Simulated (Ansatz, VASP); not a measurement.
**Two plane-wave programs on Cd**

```
Cd
1.0
     2.96813    0.01952    0.00902
    -1.46716    2.59167    0.01680
     0.01700    0.04641    5.63497
Cd
2
Direct
  0.33333 0.66667 0.25000
  0.66667 0.33333 0.75000
```

Alike in both runs: task single point; functional PBE; k mesh 6 × 1 × 3; occupations gaussian, width 0.1 eV; no spin polarisation.

```csv
,VASP,Ansatz
version,VASP 6.6.1,Ansatz 0.2.0
potentials or method,"VASP PAW PBE potentials, release 64 (Cd)","scalar-relativistic, plane waves, norm-conserving potentials"
plane-wave cutoff (eV),520,1071
valence electrons in the cell,24,40
```

Ansatz gave:

* gap on the k mesh at the Fermi level (eV): none
* pressure (GPa): -13.3
* largest component of the traceless stress (GPa): 22.80
* rms of the force components (eV/Å): 0.044

Problem. Which values does VASP return?

Solution. gap on the k mesh at the Fermi level (eV): none; pressure (GPa): -14.0; largest component of the traceless stress (GPa): 24.05; rms of the force components (eV/Å): 0.044.

Atom by atom the forces differ by 0.000 eV/Å (rms over components). A gap of «none» marks a metal or a gap that the smearing closes. The two sets of potentials don't hold the same shells in valence.

Caveats: the k mesh is coarse (spacing up to 2.42 Å⁻¹), so the values aren't converged.
